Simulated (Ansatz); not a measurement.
**Si: a jump of Si**

Level of theory: Ansatz, DFT PBEsol, scalar-relativistic, plane waves, PAW. Settings: 420 eV cutoff, 2×2×2 k-mesh, shifted by half a step, Gaussian smearing of 0.02 eV, no spin polarisation.

Host crystal, relaxed:

```xyz
2
Lattice="0.0000 2.7169 2.7169 2.7169 0.0000 2.7169 2.7169 2.7169 0.0000" Properties=species:S:1:pos:R:3 pbc="T T T"
Si    4.0754    4.0754    4.0754
Si    2.7169    2.7169    2.7169
```

In a supercell of 32 host sites, Si trades places with a neighbouring Si vacancy, moving 2.08 Å between the relaxed ends. Climbing-image nudged elastic band at fixed cell with images 0 (start) to 6 (end), the path measured over all atoms, converged to 0.05 eV/Å; the order of the saddle wasn't checked, and the small cell leaves errors of about a tenth of an eV.

Supercell rows in host cell vectors: 1 -3 1; -3 1 1; 1 1 -3. Si was set at (0.750, 0.750, 0.750) of the host cell.

At the relaxed start Si has 3 Si at 2.36 Å.

How high is the barrier, and where does the atom pass?

0.26 eV at image 3, where Si has 6 Si at 2.73 Å.

Cost: 1 run of about 18 core-minutes, on Intel Xeon Processor @ 2.50GHz (Skylake/Cascade Lake) (shared hosts).